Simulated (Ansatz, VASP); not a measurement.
## Cross-check of SrMn2As2 between VASP and Ansatz

One calculation is typed for both programs; each brings its own data sets. How far apart do they land? The structure shown comes from an earlier Ansatz run, which isn't shown and may have moved the atoms alone.

Method: plane waves, with VASP 6.6.1 beside it; elastic constants at PBEsol, in Ansatz 0.2.0.

**1. Starting point**

The structure is trigonal, space group P-3m1 (No. 164). Conventional cell: a = 4.116 Å, b = 4.116 Å, c = 7.173 Å, α = 90.00°, β = 90.00°, γ = 120.00°. Sr has 6 As at 3.10 Å nearest. Nearest to Mn lie 4 As at 2.38 to 2.51 Å. As has 4 Mn at 2.38 to 2.51 Å and 3 Sr at 3.10 Å nearest. Farther neighbours are not listed.

**2. Ansatz: elastic constants, PBEsol**

Ansatz runs on its default PAW (the set named soft_2) files.

Elastic constants are differences of stresses under small strains, so they test the stress and the mesh.

input.yaml

```yaml
crystal:
  lattice:
    - [4.1157729793, 0.0, 0.0]
    - [-2.0578864896, 3.5643639562, 0.0]
    - [0.0, 0.0, 7.1727382887]
  atoms:
    - { symbol: Sr, position: [0.0, 0.0, 1.3e-09] }
    - { symbol: Mn, position: [0.6666666667, 0.3333333333, 0.3901068576], spin: 3.6 }
    - { symbol: Mn, position: [0.3333333333, 0.6666666667, 0.6098931411], spin: -3.6 }
    - { symbol: As, position: [0.6666666667, 0.3333333333, 0.72206216] }
    - { symbol: As, position: [0.3333333333, 0.6666666667, 0.2779378399] }
kpoints:
  mp_grid: { grid: [6, 6, 4] }
hamiltonian:
  xc: pbesol
scf:
  occupations: { method: gaussian, width: 0.05 }
output:
  forces: true
  stress: true
  eigenvalues: true
  populations: true
magnetization:
  spin_polarized: true
elastic:
  mode: relaxed_ion
  stencil: two_point
  amplitude: 0.002
```

Launch:

```bash
ansatz run input.yaml --threads 4 --pin off --max-ram 16384MiB --backend cpu --events-out ev --progress --plain --runs-dir out
```

Numbers of over 12 decimals in the logs are rounded to 6 here.

The log of the run:

```text
Engine: ansatz 0.2.0, x86_64-unknown-linux-gnu
Pseudopotentials: kind: paw
Pseudopotential: Sr, paw, valence charge 10, recommended cutoff 420 eV (normal), Sr.paw.azcp
Pseudopotential: Mn, paw, valence charge 15, recommended cutoff 420 eV (normal), Mn.paw.azcp
Pseudopotential: As, paw, valence charge 15, recommended cutoff 420 eV (normal), As.paw.azcp
Functional definition: PBEsol
  exchange = pbesol_x
  correlation = pbesol_c
Crystal: 5 atoms, lattice volume = 105.225 Å³
Basis set: ecut = 420 eV, 2027 PW (Γ), exchange–correlation on 60×60×100 points (8 copies of the dense FFT grid, shifted against one another)
Bands: 47, of which v1, the nominal top of the filled ones, is band 35 counted from 1 (34 counted from 0)
Symmetry: 6 space group operations
Space group: P3m1 (ITA 156), of the structure as read, at distance tolerance 4.7e-5 Å
Magnetic group: BNS 164.87 (UNI 1317), of the structure as read, at distance tolerance 4.7e-5 Å
k-points: 24 of 144 (time reversal used)
Non-local potential: Sr, projectors of the file, l = 0: 3, l = 1: 2, l = 2: 2
Non-local potential: Mn, projectors of the file, l = 0: 3, l = 1: 2, l = 2: 3, l = 3: 1
Non-local potential: As, projectors of the file, l = 0: 2, l = 1: 2, l = 2: 3, l = 3: 1
PAW form: soft (Blöchl's): semilocal exchange-correlation on the pseudo side does not see the compensation charge
PAW frozen core: Sr, regenerated for the run's functional, and the local potential with it (the file was generated under x = pbe(κ = 0.804, μ = 0.219515), c = pbe(β = 0.066725))
PAW frozen core: Mn, regenerated for the run's functional, and the local potential with it (the file was generated under x = pbe(κ = 0.804, μ = 0.219515), c = pbe(β = 0.066725))
PAW frozen core: As, regenerated for the run's functional, and the local potential with it (the file was generated under x = pbe(κ = 0.804, μ = 0.219515), c = pbe(β = 0.066725))
PAW one-centre angular grid: Sr, 110 points (default); XC on 64 Gauss nodes
PAW one-centre angular grid: Mn, 590 points (default); XC on 64 Gauss nodes
PAW one-centre angular grid: As, 590 points (default); XC on 64 Gauss nodes
Initial density: superposition of atomic densities (chi_scale 0.1, normalization cell, long waves kept (reshape's long-wave potential 0.09 eV rms))
Starting moments: Σ|m| = 7.2 μB on 2 of 5 sites
Starting magnetic order: antiferromagnet; an inversion exchanges its spin sublattices: spin-degenerate at every k-point
Initial wavefunctions: pseudopotential atomic-orbital guess
Functional: x = pbesol(κ = 0.804, μ = 0.123457), c = pbesol(β = 0.046)
SCF 1 converged in 13 iterations: F = -20858.297708 eV  dr2 = 2.16e-9
  greatest PAW one-centre occupation: 1.002 electrons in one spin orbital (limit 2), on the Mn atom at site 2 (counted from 0), in its partial waves of l = 1
a single point of the input's cell can leave the moments in the input for a lower state (scf.lower_state_search): this run first made a single point of its cell. This run's own SCFs start from the density of the state that the single point found, with the moments in the input. The single point stayed on the moments in the input.
Initial density: read from a saved state, or passed on in memory by an earlier SCF of this step, an earlier step, the calling program or the single point that the run made first
Stability of the state it starts from, as read at its close in the collinear treatment: not read negative (Ritz values of 1 − χ₀K, real part plus size of imaginary part, from 0.96 to 0.99, by its mixing steps under the symmetry group of the SCF that read it); its run was given moments
Starting moments: Σ|m| = 7.2 μB on 2 of 5 sites; this step starts from the density that it was given
iter 1 solved again at ethr=8.20e-6 eV; its pass at ethr=3.10e-3 eV (dr2=5.74e-3 eV) is discarded
SCF iter   1: F=—  HF=-20858.297706 eV  |F-HF|=—  |Δ(HF+E_count)|=         —  Δρ=3.55e-6 (↑3.27e-6 ↓3.55e-6)  dr2=8.95e-8  dr2_m=3.23e-10  M=-0.000 μB ∫|m|=7.614 μB  β_m=0.65  ethr=8.20e-6  ⟨swp⟩=2.8  Hψ=14626  notcnv=0
eigensolver tolerance schedule: the retry pair's looser diagonalisation over-reported the residual by 64146.11 of it (diagonalisation noise at an unbounded share of the residual, at the tolerance the schedule requests for it); recorded, not acted on — ethr = c·dr2/N_el stays at c = 1.0e-1
preconditioner: auto → Resta (q_TF=auto, 2.549 Å⁻¹)  ε∞=5.5  [insulator: Δε(μ)=0.095 eV  Ē_g=9.698 eV  σ=0.050 eV  W_gap=0.78  n_scr=34 (ndim 8)  ℏωp=20.5 eV  f_vac=0.006  D(μ)=0.71/eV (n_scr^D=2)  ε∞_Penn≈5.5]
spin=Collinear: Resta preconditioning applied to the charge; magnetization (m = ρ↑ − ρ↓) channel mixes plain (no charge-response kernel on spin).
[...]
SCF iter   9: F=—  HF=-20858.297644 eV  |F-HF|=—  |Δ(HF+E_count)|=  3.64e-12  Δρ=2.17e-8 (↑2.17e-8 ↓1.60e-8)  dr2=1.65e-12  dr2_m=1.95e-14  M=0.000 μB ∫|m|=7.613 μB  β_m=0.76  ethr=1.62e-14 (applied; sched 1.00e-12)  ⟨swp⟩=2.1  Hψ=5141  notcnv=0  defer=578
SCF iter  10: F=-20858.297644 eV  HF=-20858.297644 eV  |F-HF|=3.64e-12  |Δ(HF+E_count)|=  1.82e-11  Δρ=5.42e-9 (↑5.42e-9 ↓4.66e-9)  dr2=9.01e-14  dr2_m=2.17e-15  M=0.000 μB ∫|m|=7.613 μB  ethr=1.00e-12  ⟨swp⟩=2.9  Hψ=15307  notcnv=0
[...]
SCF 29 converged in 3 iterations: F = -20858.297644 eV  dr2 = 6.18e-14
SCF converged after 15 iterations
Magnetization: -0.0000 μB (35.0000 up, 35.0000 down)
Absolute magnetization: 7.6177 μB (∫|ρ↑−ρ↓|, with the PAW one-centre terms)
Spin contamination: 3.6904 ħ² per cell (⟨S²⟩ above its minimum at these occupations)
Per-site moments (μB) at R_I (Å): [(-2.3145214230788243e-12, 1.279510), (3.271789, 0.982143), (-3.271789, 0.982143), (0.010853, 0.982143), (-0.010853, 0.982143)]
Free energy (F): -20858.297708 eV
Harris-Foulkes:  -20858.297708 eV  (|F-HF|=3.64e-12)
Internal energy: -20858.296823 eV  (E = F + TS)
E sigma→0 (E₀):  -20858.297266 eV
Entropy (-TS):   -0.000885 eV (-0.177 meV/atom)
Fermi energy:    11.019953 eV
--- Per-component energies (eV) ---
  E_band       = -1101.735955
  E_kinetic    = 1061.855788
  E_local      = -9887.156901  (includes V_loc(G=0)·N_el)
  E_nonlocal   = -636.390461
  E_hartree    = 4578.124938
  E_xc         = -554.579256
  E_vxc        = -610.013585  (∫ρ·V_xc dr)
  E_paw        = -8778.801167  (= ΣΔE_a)
  E_vpaw       = -186.280678  (= ΣTr[D̂ρ^β])
  E_aug_tail   = -0.000002  (compensation charges beyond the density's cutoff)
  E_ewald      = -6643.756268
  E_core_change = 2.406505  (= ΣΔE_core)
  E_smearing   = -0.000885  (= −TS)
  E_closure    = -0.000000  (closes the sum)
  Σ components = -20858.297708   (vs F -20858.297708, Δ=0.00e0)
--- Forces (eV/Å), atoms counted from 1 ---
  atom   1  Sr     0.00000000    -0.00000000     0.00000006
  atom   2  Mn     0.00000000    -0.00000000    -0.00000556
  atom   3  Mn    -0.00000000     0.00000000     0.00000554
  atom   4  As     0.00000000    -0.00000000     0.00000235
  atom   5  As    -0.00000000     0.00000000    -0.00000238
  max |Σ_I F_I| component: 1.32e-8 eV/Å
--- Stress (GPa, compression-positive) ---
        0.000001      -0.000000       0.000000
       -0.000000       0.000001       0.000000
        0.000000       0.000000      -0.003111
  P = ⅓ Tr σ = -0.0010 GPa (-0.010 kbar)
--- Band table (eV; the first three rows and the last of 48) ---
  k-point 0 ↑: bands = [... 31 lower, 9.2329, 10.4096, 11.2469, 11.2469, 12.1025, 12.1025, 12.5331, 13.0362, ... 8 higher]
  k-point 1 ↑: bands = [... 31 lower, 9.2891, 10.1180, 11.1674, 11.1674, 12.1179, 12.1179, 12.1478, 13.5404, ... 8 higher]
  k-point 2 ↑: bands = [... 31 lower, 9.3490, 9.8469, 11.0817, 11.0817, 12.0427, 12.1505, 12.1505, 13.3316, ... 8 higher]
  k-point 23 ↓: bands = [... 31 lower, 8.9570, 9.0884, 9.5135, 9.5396, 11.3863, 11.6896, 11.9183, 12.5471, ... 8 higher]
--- Elastic constants: 3 strain directions × 2 members + reference (group order 6) ---
  dense FFT box of the reference and of every strained cell: 30×30×50
  strains applied: 11, 33, 23; error gains: componentwise 1.00 (the most a stress slope's error grows in a printed constant), spectral 1.41 (1 for all six strains in a standard setting)
  reference relaxed by the batch: 3 steps; max|allowed force component| 1.17e-3 eV/Å at the deck's positions, 5.54e-6 at the last accepted step, 5.56e-6 by the solve of record
  largest displacement 1.4e-4 Å; the constants are those of the deck's cell at these positions:
  atoms:
    - { symbol: Sr, position: [0, 0, -8.03798121806818e-10] }
    - { symbol: Mn, position: [0.666667, 0.333333, 0.390098] }
    - { symbol: Mn, position: [0.333333, 0.666667, 0.609902] }
    - { symbol: As, position: [0.666667, 0.333333, 0.722043] }
    - { symbol: As, position: [0.333333, 0.666667, 0.277957] }
  C = ∂σ_k/∂η_j (tension-positive GPa; Voigt order 11 22 33 23 13 12):
       104.222     31.394     32.295    -13.819     -0.000      0.000
        31.394    104.222     32.295     13.819      0.000     -0.000
        32.262     32.262    118.667      0.000     -0.000     -0.000
       -13.814     13.814     -0.000     43.064     -0.000      0.000
        -0.000      0.000      0.000      0.000     43.064    -13.814
        -0.000      0.000      0.000      0.000    -13.819     36.414
  reference stress σ⁰ (GPa):     -0.000     -0.000      0.003     -0.000     -0.000      0.000
  C* (energy form; C + prestress term) asymmetry max|C*_kj − C*_jk| = 3.010e-2 GPa — a small one proves nothing (zero by symmetry where the batch's group is 432, −43m or m−3m); a large one is finite-difference/SCF noise where every solve meets its electron count
  moduli (Voigt/Reuss/Hill, GPa): K = 57.67/57.45/57.56   G = 39.92/35.68/37.80   E = 93.04   ν = 0.231
  mechanically stable: yes (min eigenvalue of sym C = 25.53 GPa)
  strain η (Voigt 11):  stress-route row diagonal C_11 = 104.22 GPa, energy-path curvature d²(F+E_count+ΔE)/dδ²/Ω₀ = 104.20 GPa
         δ    σ_11 (GPa)             F (eV)   n_scf  n_hpsi   n_pw
    -2.000e-3      -0.2096      -20858.2975658       2   34064   2078   relax 4 steps, max|allowed force component| 6.03e-6 eV/Å
     2.000e-3       0.2073      -20858.2975709       2   33978   2082   relax 3 steps, max|allowed force component| 8.41e-7 eV/Å
  strain η (Voigt 33):  stress-route row diagonal C_33 = 118.67 GPa, energy-path curvature d²(F+E_count+ΔE)/dδ²/Ω₀ = 118.67 GPa
         δ    σ_33 (GPa)             F (eV)   n_scf  n_hpsi   n_pw
    -2.000e-3      -0.2351      -20858.2975486       2   17614   2082   relax 3 steps, max|allowed force component| 4.50e-5 eV/Å
     2.000e-3       0.2395      -20858.2975483       2   17349   2088   relax 3 steps, max|allowed force component| 4.34e-6 eV/Å
  strain η (Voigt 23):  stress-route row diagonal C_44 = 43.06 GPa, energy-path curvature d²(F+E_count+ΔE)/dδ²/Ω₀ = 43.03 GPa
         δ    σ_23 (GPa)             F (eV)   n_scf  n_hpsi   n_pw
    -2.000e-3      -0.0862      -20858.2976441       2   33251   2082   relax 3 steps, max|allowed force component| 1.90e-5 eV/Å
     2.000e-3       0.0860      -20858.2976444       3   46471   2082   relax 2 steps, max|allowed force component| 3.41e-5 eV/Å
--- Löwdin populations: 5 sites ---
  site symbol       q [e]    m [muB]
     0     Sr      8.4264     0.0000
     1     Mn     14.3086     3.6409
     2     Mn     14.3086    -3.6409
     3     As     16.1145    -0.0062
     4     As     16.1145     0.0062
  spilling = 0.010390 (of n_electrons = 70.000000)
```

Reading the cycles: dr2 is the Hartree energy of the density residual (eV), the measure of convergence; HF is the Harris–Foulkes estimate of the energy, which meets the free energy F at convergence.

(Part 1 of 2 ends here.)

[Lines on the potential files, build, host, timing and source positions are cut from VASP's logs without a mark.]

[Logs are printed without paths, hosts, clocks, repeated set-up lines and the standing remarks that a program may print on its own settings, such as how far it seeks lower states.]

[Hosts, paths, dates, database ids (printed as entryN), source tags and the programs' standing remarks are cut or masked in the printed files.]
